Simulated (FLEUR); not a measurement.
**GaAs under changes of volume**

One of the cells (22.590 Å³/atom); the others are scaled copies at fixed shape and fractional positions:

```
As Ga
1.0
     0.00000    2.82685    2.82685
     2.82685    0.00000    2.82685
     2.82685    2.82685    0.00000
As Ga
1 1
Direct
  0.75000 0.75000 0.75000
  0.00000 0.00000 0.00000
```

* Program: FLEUR MaX-R8.1 (later development tree)
* Functional: PBE
* Potentials or basis: all-electron
* Basis: FLAPW
* Kmax: 4.71 1/bohr
* k mesh: 8 × 8 × 8
* Occupations: fermi-dirac, width 0.05 eV
* Spin: no spin polarisation

```csv
volume (Å³/atom),energy over the lowest point (meV/atom),gap on the mesh (eV)
21.234,59.64,1.00
21.686,38.13,0.83
22.138,21.94,0.68
22.590,10.41,0.52
23.041,?,?
23.493,0.00,0.23
23.945,0.19,0.09
```

**Question.** What does the run at 23.041 Å³/atom give?

**Answer.** Energy over the lowest point 3.37 meV/atom; gap on the mesh 0.37 eV.

Worked out: A Birch-Murnaghan fit of order 3 (a polynomial in V^(-2/3)) to the other rows has its minimum at 23.69 Å³/atom with B0 = V·E''(V) = 62 GPa and B' = 4.3. It gives 3.28 meV/atom at 23.041 Å³/atom, against the run's 3.37.

Energies are extrapolated to zero smearing.

A mesh can miss the band edges. Spin-orbit coupling on As, Ga is left out.
